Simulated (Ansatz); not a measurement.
Set up this calculation in Ansatz 0.2.0, as the native input.

| Quantity | Value |
| --- | --- |
| Task | band structure |
| Functional | PBE |
| Potentials or basis | all-electron LAPW, scalar-relativistic |
| Cutoff | 329 eV (chosen from the basis error) |
| Basis error allowed | 0.001 eV/atom |
| k mesh | 11 × 11 × 11 |
| Occupations | fermi-dirac, width 0.05 eV |
| Spin | no spin polarisation |

Crystal: Cu.

```xyz
2
Lattice="1.2185 -3.9764 0.0000 1.2185 3.9764 0.0000 0.0000 0.0000 2.4755" Properties=species:S:1:pos:R:3 pbc="T T T"
Cu    1.2185   -2.9118    1.8566
Cu    1.2185    2.9118    0.6189
```

This isn't the form of Cu at room conditions, which is fcc.

One way to write it, as run:

input.yaml

```yaml
crystal:
  lattice:
    - [1.21846369, -3.9763780104, 0.0]
    - [1.21846369, 3.9763780104, 0.0]
    - [0.0, 0.0, 2.4754955235]
  atoms:
    - { symbol: Cu, position: [0.86613335, 0.13386665, 0.75] }
    - { symbol: Cu, position: [0.13386665, 0.86613335, 0.25] }
kpoints:
  mp_grid: { grid: [11, 11, 11] }
  band_path:
    path:
      - [0.0, 0.0, 0.0]
      - [0.2734741495, 0.2734741495, 0.0]
      - [0.0, 0.5, 0.0]
      - [0.0, 0.5, 0.5]
      - [0.2734741495, 0.2734741495, 0.5]
      - [0.0, 0.0, 0.5]
      - [0.0, 0.0, 0.0]
      - [-0.5, 0.5, 0.0]
    npoints: 12
scf:
  occupations: { method: fermi_dirac, width: 0.05 }
hamiltonian:
  xc: pbe
  pseudopotentials: { kind: all_electron, lapw: { basis_error: 0.001 } }
output:
  forces: true
  stress: true
  eigenvalues: true
```

Potentials or basis: all-electron LAPW, scalar-relativistic.

Run with:

```console
$ ansatz run input.yaml --threads 1 --pin off --max-ram 3072MiB --backend cpu --events-out ev --progress --plain --runs-dir out
```

Results of the run:

The pressure is 6.6 GPa, the largest force is 0.048 eV/Å and the band gap along the path is none (metal or under the smearing width).

It took 2.4 min on 1 thread of Intel(R) Xeon(R) Processor @ 2.50GHz (Skylake/Cascade Lake) (shared host), peak memory 0.59 GiB.
